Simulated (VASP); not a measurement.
## Tl: relaxation of cell and atoms with LDA

Crystal: Tl.

```
CELL_PARAMETERS angstrom
5.41113 0.00000 0.00000
-2.70557 4.68618 0.00000
0.00000 0.00000 3.31703
ATOMIC_POSITIONS crystal
Tl 0.00000 0.00000 0.00000
Tl 0.33333 0.66667 0.50000
Tl 0.66667 0.33333 0.50000
```

The cell was built by a generator and needn't be a form met in nature.

* Program: VASP 6.6.1
* Task: relaxation of cell and atoms
* Functional: LDA
* Potentials or basis: VASP PAW LDA potentials, release 64 (Tl_d)
* Cutoff: 600 eV
* k mesh: 7 × 7 × 10
* Occupations: fermi-dirac, width 0.1 eV
* Spin: no spin polarisation
* Dipole correction: no
* Further INCAR settings: ALGO = Fast; EDIFF = 1e-06; IBRION = 2; EDIFFG = -0.01; NSW = 80; ISIF = 3

| Property | Result |
| --- | --- |
| Relaxed volume | 27.52 Å³/atom |
| Relaxed cell | a = 5.368 Å, b = 5.368 Å, c = 3.308 Å, α = 90.00°, β = 90.00°, γ = 120.00° |
| Space group after relaxing (to 0.05 Å) | P6/mmm (No. 191) |
| Energy gained by relaxing | 1.3 meV/atom |
| Ionic steps | 6 |
| Pressure after relaxing | 0.0 GPa |
| Band gap on the k mesh | none (metal or under the smearing width) |

The path:
```tsv
step	energy change (eV)	largest force (eV/Å)	pressure (GPa)	volume (Å³)
1	0.0000	0.0000	-0.75	84.11
2	-0.0038	0.0000	0.05	82.52
3	-0.0038	0.0000	-0.02	82.59
4	-0.0038	0.0000	-0.04	82.56
5	-0.0039	0.0000	0.01	82.56
6	-0.0039	0.0000	0.01	82.57
```

Final structure:
```cif
data_structure
_symmetry_space_group_name_H-M 'P 1'
_symmetry_Int_Tables_number 1
_cell_length_a 5.3684
_cell_length_b 5.3684
_cell_length_c 3.3082
_cell_angle_alpha 90.000
_cell_angle_beta 90.000
_cell_angle_gamma 120.000
_cell_volume 82.57
loop_
_atom_site_label
_atom_site_type_symbol
_atom_site_fract_x
_atom_site_fract_y
_atom_site_fract_z
_atom_site_occupancy
Tl1 Tl 0.00000 0.00000 0.00000 1
Tl2 Tl 0.33333 0.66667 0.50000 1
Tl3 Tl 0.66667 0.33333 0.50000 1
```

Levels at points of the mesh, in eV from the Fermi level:
| k point | band 16 | band 17 | band 18 | band 19 | band 20 | band 21 | band 22 | band 23 |
| --- | --- | --- | --- | --- | --- | --- | --- | --- |
| (0.00, 0.00, 0.00) | -10.48 | -4.50 | -4.11 | -0.62 | -0.62 | -0.49 | -0.49 | 4.62 |
| (0.00, 0.00, 0.50) | -7.00 | -5.83 | -1.61 | 0.13 | 0.70 | 1.34 | 1.34 | 1.40 |

It took 3.3 min on 1 thread of AMD EPYC 9R45 (Zen 5), with other jobs on the host, peak memory 0.22 GiB.

Spin-orbit coupling is left out, which matters for the levels of Tl.
